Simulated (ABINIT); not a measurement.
The system is Ag.

```
CELL_PARAMETERS angstrom
0.00000 2.04275 2.04275
2.04275 0.00000 2.04275
2.04275 2.04275 0.00000
ATOMIC_POSITIONS crystal
Ag 0.00000 0.00000 0.00000
```

Base run:

- Program: ABINIT 10.8.3 (patched build)
- Functional: HLE16
- Potentials or basis: JTH PAW PBE v2.0
- Cutoff: 463 eV
- k mesh: 11 × 11 × 11
- Occupations: fermi-dirac, width 0.05 eV
- Spin: no spin polarisation

Its results: band gap on the k mesh none (metal or under the smearing width); pressure -4.7 GPa.

The run is repeated on the same cell with these changes: functional from HLE16 to RPBE. What comes out?

Band gap on the k mesh none (metal or under the smearing width); pressure 8.6 GPa.

Caveats: the potentials were made for a functional far from this one (some runs); the potentials were made for another functional, which shifts forces and pressure (some runs); the PAW data sets were made with another functional, which shifts forces and pressure a little (some runs).
